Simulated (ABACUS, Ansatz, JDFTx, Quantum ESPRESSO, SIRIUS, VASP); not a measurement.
## Si2Ni: 6 runs at one level of theory

```
Ni Si
1.0
     0.00000    2.70300    2.70300
     2.70300    0.00000    2.70300
     2.70300    2.70300    0.00000
Ni Si
1 2
Direct
  0.00000 0.00000 0.00000
  0.75000 0.75000 0.75000
  0.25000 0.25000 0.25000
```

Alike in all runs: task single point; functional PBE; k mesh 9 × 9 × 9; occupations fermi-dirac, width 0.05 eV; collinear spin, ferromagnetic start; no spin-orbit coupling. Pressure is positive in compression and, in plane waves, holds the error of the finite cutoff, which Ansatz's Pulay term estimates and takes out.

| program and potentials | plane-wave cutoff (eV) | notes | pressure (GPa) | net moment per atom (μB) |
| --- | --- | --- | --- | --- |
| Ansatz, Ansatz PAW | 420 | 8.67 valence electrons an atom on average; Pulay term of +0.05 GPa included | 3.82 | 0.00 |
| ABACUS, PseudoDojo NC SR 0.4.1 PBE standard, plane waves | 1333 | 8.67 valence electrons an atom on average | 3.88 | 0.00 |
| Quantum ESPRESSO, SSSP 1.3 efficiency PBE | 748 | 8.67 valence electrons an atom on average | 4.06 | 0.00 |
| JDFTx, PseudoDojo-SR-PBE-0.5-standard | 1333 | 8.67 valence electrons an atom on average | 3.91 | 0.00 |
| SIRIUS, all-electron FP-LAPW, apw+lo standard | - | - | - | 0.00 |
| VASP, PBE PAW files Ni, Si, 520 eV | 520 | 6 valence electrons an atom on average | 3.76 | 0.00 |

The pressure spans 3.76 (VASP, PBE PAW files Ni, Si, 520 eV) to 4.06 GPa (Quantum ESPRESSO, SSSP 1.3 efficiency PBE). All agree on the net moment per atom. The state is the one that the start led to, which needn't be the lowest.

The functional is the same throughout but for its coding, so the spread measures potentials, basis and numerics; runs on potential files found faulty are left out.
